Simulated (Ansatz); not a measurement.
# Piezoelectric response of SiO₂, calculated with Ansatz

Space group I-42d (No. 122), 6 atoms in the cell of the first input below: a = 5.086 Å, b = 5.086 Å, c = 5.086 Å, α = 121.36°, β = 121.36°, γ = 87.67°.

The structure is a measured one, not always of the ambient phase, relaxed without spin–orbit coupling to zero pressure (pressure 0.0 GPa with this functional, without spin–orbit coupling). Functional: PBEsol.

Input:

```yaml
crystal:
  lattice:
    - [-2.4907607053, 2.4907607053, 3.6688662471]
    - [2.4907607053, -2.4907607053, 3.6688662471]
    - [2.4907607053, 2.4907607053, -3.6688662471]
  atoms:
    - { symbol: Si, position: [0.0, 0.0, 0.0] }
    - { symbol: Si, position: [0.75, 0.25, 0.5] }
    - { symbol: O, position: [0.9713791132, 0.625, 0.8463791132] }
    - { symbol: O, position: [0.375, 0.2213791132, 0.3463791132] }
    - { symbol: O, position: [0.7786208868, 0.125, 0.1536208868] }
    - { symbol: O, position: [0.875, 0.0286208868, 0.6536208868] }
basis:
  ecutwfc: 420
  ecutrho_ratio: 4
kpoints:
  mp_grid: { grid: [8, 8, 8] }
hamiltonian:
  xc: pbesol
scf:
  occupations: { method: fixed }
output:
  forces: true
  stress: true
  eigenvalues: true
  polarization: {}
elastic:
  mode: relaxed_ion
  stencil: two_point
```

```bash
ansatz run input.yaml --threads 8 --pin off --max-ram 15360MiB --backend cpu --events-out ev --progress --plain --runs-dir out
```

Time: 97 s on 8 threads of Intel(R) Xeon(R) Platinum 8488C (Sapphire Rapids) (shared host), peak memory 0.78 GiB.

Elastic constants with relaxed ions (GPa, engineering shears):

|  | xx | yy | zz | yz | xz | xy |
| --- | --- | --- | --- | --- | --- | --- |
| xx | 83.3 | -39.2 | 14.2 | 0.0 | 0.0 | 0.0 |
| yy | -39.2 | 83.3 | 14.2 | 0.0 | 0.0 | 0.0 |
| zz | 14.2 | 14.2 | 83.1 | 0.0 | 0.0 | 0.0 |
| yz | 0.0 | 0.0 | 0.0 | 22.4 | 0.0 | 0.0 |
| xz | 0.0 | 0.0 | 0.0 | 0.0 | 22.4 | 0.0 |
| xy | 0.0 | 0.0 | 0.0 | 0.0 | 0.0 | 29.6 |

Proper piezoelectric stress tensor e (C/m²):

|  | xx | yy | zz | yz | xz | xy |
| --- | --- | --- | --- | --- | --- | --- |
| x | 0.000 | 0.000 | 0.000 | 0.063 | 0.000 | 0.000 |
| y | 0.000 | 0.000 | 0.000 | 0.000 | 0.063 | 0.000 |
| z | 0.000 | 0.000 | 0.000 | 0.000 | 0.000 | 0.202 |

Signs follow the polarity of the cell as typed: the inverted crystal has all signs reversed.

Q: Which piezoelectric strain constant d is largest in size (symmetry may tie others with it)?

A: d = e C⁻¹ gives d(z; xy) = 6.8 pC/N.

```
    xx   yy   zz   yz   xz   xy
x  0.0  0.0  0.0  2.8  0.0  0.0
y  0.0  0.0  0.0  0.0  2.8  0.0
z  0.0  0.0  0.0  0.0  0.0  6.8
```

The shear response about the tetragonal axis dominates. Its strain constant of 6.8 pC/N exceeds the 2.8 pC/N of the other two shears because the stress coefficient is larger, not because the lattice is softer: the xy shear is in fact the stiffer one. Piezoelectricity here probably stems from the cooperative rotation of corner-sharing SiO₄ tetrahedra, which removes the inversion centre of the ideal cubic cristobalite framework. The crystal remains non-polar, and uniform pressure induces no polarization.

The same rotation offers a natural explanation for the negative in-plane coupling of -39.2 GPa. Turning nearly rigid tetrahedra about the tetragonal axis, with the Si–O–Si hinges flexing, expands or contracts both in-plane axes together. Equal biaxial strain is therefore soft, whereas stretching one axis while compressing the other must deform the units themselves. The framework is thus auxetic within the basal plane. The elastic tensor is positive definite, so the structure resists small homogeneous strains, but this does not exclude instabilities that enlarge the cell.
